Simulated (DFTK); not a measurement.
Runs of DFTK 0.8.2 on Ti. The structure is cubic, space group Im-3m (No. 229). The conventional cell has a = 3.282 Å, b = 3.282 Å, c = 3.282 Å, α = 90.00°, β = 90.00°, γ = 90.00°. Ti (site symmetry m-3m) has 8 Ti at 2.84 Å as nearest neighbours. This isn't the form of Ti at room conditions, which is hcp.

```tsv
smearing	gap on the mesh (eV)	pressure (GPa)
cold 0.1 eV	none	-2.6
methfessel-paxton order 1 0.1 eV	none	-2.7
methfessel-paxton order 2 0.1 eV	none	-2.7
fermi-dirac 0.1 eV	none	(a)
fermi-dirac 0.05 eV	none	-2.5
```

Alike in all rows: task single point; level PBE; potentials or basis dojo.nc.sr.pbe.v0_4_1.standard.upf (PBE); no spin polarisation; cell as given; k mesh 11 × 11 × 11; cutoff (eV) 1143.

Problem. Fill in the values left out.

Solution. (a) -2.0.

A gap of «none» marks a metal or a gap under the smearing width.
